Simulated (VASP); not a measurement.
Write the native input for VASP 6.6.1 that does the following.

* Task: single point
* Functional: PBE
* Potentials or basis: VASP PAW PBE potentials, release 64 (In_d)
* Cutoff: 520 eV
* k mesh: 4 × 3 × 3
* Occupations: fermi-dirac, width 0.05 eV
* Spin: no spin polarisation
* Dipole correction: no
* Further INCAR settings: ALGO = Normal; EDIFF = 1e-06; NBANDS = 34

The structure of In lies in POSCAR:

```
In
1.0
   -1.6556150000      1.6446770000      2.5109060000
    4.9594690000      1.6309950000      2.5150500000
    1.6419340000      4.9151990000     -2.5075210000
In
4
Direct
    1.0303829884      0.0107606634      0.0321470625
    0.5252836270      0.5044197774     -0.0027685623
    0.5092012125     -0.0056005951      0.5214004601
    0.9780681715      0.5355529832      0.4975211657
```

The cell was built by a generator and needn't be a form met in nature.

These files were run (other wordings do the same):

INCAR

```
SYSTEM = In
PREC = Accurate
ENCUT = 520
EDIFF = 1E-6
ISMEAR = -1
SIGMA = 0.05
LREAL = .FALSE.
LASPH = .TRUE.
NELM = 100
ALGO = Normal
ISIF = 2
LWAVE = .FALSE.
LCHARG = .FALSE.
GGA = PE
NBANDS = 34
```

KPOINTS

```
regular mesh
0
G
  4 3 3
  0 0 0
```

Potentials or basis: VASP PAW PBE potentials, release 64 (In_d).

Launch:

```sh
$ cat potpaw_PBE.64/In_d/POTCAR > POTCAR
$ mpirun -np 1 vasp_std > vasp.out
```

It gave:

The pressure is 1.0 GPa, the largest force is 0.511 eV/Å and the band gap on the k mesh is none (metal or under the smearing width).

Caveat: the k mesh is coarse (spacing up to 0.46 Å⁻¹), so the values aren't converged.

Run time: 38 s on 1 thread of AMD EPYC 9R14 (Zen 4), with other jobs on the host, peak memory 0.22 GiB.
